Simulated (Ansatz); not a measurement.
ZrS:

```
CELL_PARAMETERS angstrom
0.00000 2.62500 2.62500
2.62500 0.00000 2.62500
2.62500 2.62500 0.00000
ATOMIC_POSITIONS crystal
Zr 0.00000 0.00000 0.00000
S 0.50000 0.50000 0.50000
```

```yaml
Program: Ansatz 0.2.0
Task: relaxation of cell and atoms
Functional: PBEsol
Dispersion: D4
Potentials_or_basis: all-electron LAPW, scalar-relativistic
Basis_error_allowed: 0.001 eV/atom
k_mesh: 9 × 9 × 9
Occupations: fermi-dirac, width 0.05 eV
Spin: no spin polarisation
```

At the start: volume 18.09 Å³/atom.

Question: How do energy, volume and symmetry change on relaxing?

Answer: Over 5 steps the energy falls by 28.5 meV/atom and the volume is 17.03 Å³/atom (-5.9 %); space group Fm-3m (No. 225, to 0.05 Å).

The path:
| step | energy change (eV) | largest force (eV/Å) | volume (Å³) |
| --- | --- | --- | --- |
| 1 | 0.0000 | 0.0000 | 36.18 |
| 2 | -0.0302 | 0.0000 | 32.71 |
| 3 | -0.0568 | 0.0000 | 34.19 |
| 4 | -0.0571 | 0.0000 | 34.05 |
| 5 | -0.0571 | 0.0000 | 34.05 |

Final structure:
```
CELL_PARAMETERS angstrom
0.00000 2.57259 2.57259
2.57259 0.00000 2.57259
2.57259 2.57259 0.00000
ATOMIC_POSITIONS crystal
Zr 0.00000 0.00000 0.00000
S 0.50000 0.50000 0.50000
```
